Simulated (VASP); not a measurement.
The system is AlAs.

```
CELL_PARAMETERS angstrom
0.00000 2.83040 2.83040
2.83040 0.00000 2.83040
2.83040 2.83040 0.00000
ATOMIC_POSITIONS crystal
Al 0.00000 0.00000 0.00000
As 0.75000 0.75000 0.75000
```

```yaml
Program: VASP 6.6.1
Task: relaxation of cell and atoms
Functional: PBE
Potentials_or_basis: VASP PAW PBE potentials, release 64 (Al, As)
Cutoff: 520 eV
k_mesh: 8 × 8 × 8
Occupations: gaussian, width 0.1 eV
Spin: no spin polarisation
```

At the start: pressure 2.8 GPa; volume 22.67 Å³/atom.

Question: Where does the relaxation end?

Answer: Over 3 steps the energy falls by 7.3 meV/atom and the volume is 23.55 Å³/atom (+3.9 %); space group F-43m (No. 216, to 0.05 Å).

The path:
| step | energy change (eV) | largest force (eV/Å) | pressure (GPa) | volume (Å³) |
| --- | --- | --- | --- | --- |
| 1 | 0.0000 | 0.0000 | 2.78 | 45.35 |
| 2 | -0.0113 | 0.0000 | -1.19 | 47.98 |
| 3 | -0.0146 | 0.0000 | 0.01 | 47.10 |

Final structure:
```yaml
crystal:
  lattice:
    - [0.00000, 2.86628, 2.86628]
    - [2.86628, 0.00000, 2.86628]
    - [2.86628, 2.86628, 0.00000]
  atoms:
    - { symbol: Al, position: [0.00000, 0.00000, 0.00000] }
    - { symbol: As, position: [0.75000, 0.75000, 0.75000] }
```
